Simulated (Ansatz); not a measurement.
## Bi: phonons with PBE

Crystal: Bi.

```
Bi
1.0
     3.23838    0.00000    0.00000
     0.00000    3.22164    0.00000
    -0.08045    0.00000    6.44389
Bi
2
Direct
  0.54425 0.00000 0.74958
  0.45575 0.00000 0.25042
```

This isn't the form of Bi at room conditions, which is rhombohedral.

```
Program                             : Ansatz 0.2.0
Task                                : phonons
Functional                          : PBE
Potentials or basis                 : Ansatz PAW
Cutoff                              : 420 eV (not typed: the program's choice for these potentials)
k mesh                              : 8 × 8 × 4
Occupations                         : fermi-dirac, width 0.05 eV
Spin                                : no spin polarisation
q mesh                              : 2 × 2 × 2
Path                                : [["G", "Y", "H", "C", "E", "M1", "A", "X", "H1"], ["M", "D", "Z"], ["Y", "D"]]
Points for each segment of the path : 8
```

```yaml
Band_gap_on_the_k_mesh: none (metal or under the smearing width)
Highest_phonon_frequency: 78 cm⁻¹
Most_unstable_mode: 113i cm⁻¹
```

Levels at points of the mesh, in eV from the Fermi level:
| k point | band 12 | band 13 | band 14 | band 15 | band 16 | band 17 | band 18 | band 19 |
| --- | --- | --- | --- | --- | --- | --- | --- | --- |
| (0.00, 0.00, 0.00) | -11.24 | -5.05 | 3.23 | 3.28 | 3.30 | 4.84 | 5.25 | 6.56 |
| (0.00, 0.00, -0.50) | -12.43 | -1.81 | -1.78 | 3.92 | 4.01 | 4.11 | 4.13 | 7.66 |
| (0.00, -0.50, 0.00) | -9.27 | -5.06 | -3.15 | -3.13 | 2.73 | 5.20 | 5.24 | 6.91 |
| (0.00, -0.50, -0.50) | -10.46 | -4.28 | -4.27 | 0.21 | 0.25 | 5.44 | 5.45 | 5.92 |
| (-0.50, 0.00, 0.00) | -9.37 | -5.01 | -3.21 | -3.07 | 2.40 | 5.24 | 5.50 | 7.21 |
| (-0.50, 0.00, -0.50) | -10.50 | -4.32 | -4.29 | 0.19 | 0.28 | 5.39 | 5.44 | 6.07 |
| (-0.50, -0.50, 0.00) | -7.36 | -3.16 | -3.08 | -1.42 | -1.39 | -1.25 | 2.77 | 4.97 |
| (-0.50, -0.50, -0.50) | -8.53 | -2.43 | -2.42 | -2.40 | -2.39 | 2.16 | 2.27 | 3.46 |

Phonon frequencies in cm⁻¹ (negative: imaginary):
```tsv
q point	frequencies
(0.000, 0.000, 0.000)	-10 0 0 0 11 21
(0.000, 0.000, -0.500)	12 13 14 14 69 71
(0.000, -0.500, 0.000)	-26 -15 -13 20 42 54
(0.000, -0.500, -0.500)	15 16 17 23 70 72
(-0.500, 0.000, 0.000)	-28 -11 -9 39 44 47
(-0.500, 0.000, -0.500)	16 17 26 36 70 72
(-0.500, -0.500, 0.000)	-113 -112 -102 -35 -11 58
(-0.500, -0.500, -0.500)	-17 -8 18 30 76 78
```

It took 110 s on 2 threads of Intel(R) Xeon(R) Platinum 8488C (Sapphire Rapids), with other jobs on the host, peak memory 0.74 GiB.

Caveat: some modes are imaginary; spin-orbit coupling is left out, which moves the levels of the heavy elements; the q mesh is small, so phonon branches between its points and thermal values are rough; some levels weren't fully converged.
